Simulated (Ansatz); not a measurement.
CaF2 (fluorite)

```xyz
3
Lattice="0.0000 2.7196 2.7196 2.7196 0.0000 2.7196 2.7196 2.7196 0.0000" Properties=species:S:1:pos:R:3 pbc="T T T"
Ca     0.0000     0.0000     0.0000
F      1.3598     1.3598     1.3598
F      4.0794     4.0794     4.0794
```

In this cell atom 3 (F, nearest neighbour Ca at 2.355 Å; its periodic images, 3.8 Å or more away, move with it) is moved by s towards the nearest neighbour, unit vector (0.577, 0.577, 0.577); all other atoms and the cell stay fixed.

These are r2SCAN (plane waves to 500 eV, PAW, scalar-relativistic; Ansatz, a first-principles code) values and carry that method's errors. k mesh 9×9×9 (Γ-centred), Fermi-Dirac smearing 0.05 eV. Energies are smeared free energies. CaF2 was relaxed with its symmetry unable to fall. ΔE is measured from the undisplaced structure.

| s (Å) | ΔE (meV/cell) |
|---|---|
| -0.240 | 118.2 |
| -0.192 | 78.4 |
| -0.144 | 45.8 |
| -0.096 | 21.2 |
| -0.048 | 5.5 |
| 0.000 | 0.0 |
| 0.048 | 6.0 |
| 0.096 | 25.1 |
| 0.144 | 59.3 |
| 0.192 | 110.9 |
| 0.240 | withheld |

### Question
Fit a polynomial form (powers 2, 3, 4) to the given rows and predict ΔE at s = 0.240.

### Answer
Least squares on the 10 given rows: ΔE = (2499)·s² + (2294)·s³ + (1817)·s⁴, in meV/cell with s in Å; root-mean-square residual 0.07 meV/cell. At 0.240 the fit gives 181.7 meV/cell; the calculation gives 182.6 meV/cell, so the extrapolation is off by -0.9 (-0.5 %). The quadratic term alone would give 143.9 meV/cell.

(For displaced atoms, the force is minus the slope of the energy, and its curvature is a force constant, which sets phonon frequencies.)
